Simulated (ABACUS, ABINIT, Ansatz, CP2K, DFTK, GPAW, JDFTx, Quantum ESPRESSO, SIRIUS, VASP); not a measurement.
# Os: programs and potentials compared

```
CELL_PARAMETERS angstrom
2.73410 0.00000 0.00000
-1.36705 2.36780 0.00000
0.00000 0.00000 4.31970
ATOMIC_POSITIONS crystal
Os 0.66667 0.33333 0.75000
Os 0.33333 0.66667 0.25000
```

Alike in all runs: task single point; functional PBE; k mesh 11 × 11 × 6; occupations fermi-dirac, width 0.05 eV; no spin polarisation; no spin-orbit coupling. Pressure is positive in compression and, in plane waves, holds the error of the finite cutoff, which Ansatz's Pulay term estimates and takes out.

```tsv
program and potentials	plane-wave cutoff (eV)	notes	pressure (GPa)
Quantum ESPRESSO, SSSP 1.3 efficiency PBE	748	16 valence electrons an atom on average	8.29
DFTK, PseudoDojo SR PBE 0.4.1 standard (PBE)	1007	16 valence electrons an atom on average	8.23
ABINIT, JTH PAW PBE v2.0	408	8 valence electrons an atom on average	8.92
ABACUS, PseudoDojo NC SR 0.4.1 PBE standard, plane waves	1007	16 valence electrons an atom on average	8.18
GPAW, GPAW PAW data sets (gpaw-data 1.2.1)	600	14 valence electrons an atom on average	6.46
Ansatz, Ansatz PAW (earlier soft set)	420	16 valence electrons an atom on average; Pulay term of +0.13 GPa included	8.84
CP2K, POTENTIAL_UZH Os GTH-PBE-q16; TZVP-MOLOPT-PBE-GTH basis	-	atomic basis; 16 valence electrons an atom on average	6.89
Ansatz, all-electron LAPW, scalar-relativistic	-	-	8.80
JDFTx, PseudoDojo-SR-PBE-0.5-standard	1007	16 valence electrons an atom on average	8.21
VASP, PBE PAW files Os, 520 eV	520	8 valence electrons an atom on average	8.85
SIRIUS, PseudoDojo 0.4.1 PBE standard (scalar relativistic)	1030	16 valence electrons an atom on average	8.22
```

The pressure spans 6.46 (GPAW, GPAW PAW data sets (gpaw-data 1.2.1)) to 8.92 GPa (ABINIT, JTH PAW PBE v2.0), with all-electron results at 8.80. Rows in atomic bases carry the error of their basis and grid, which can be large.

Differences between rows come from potentials, basis sets and numerical settings, since the functional is the same but for its coding. Runs on potential files found faulty are left out.
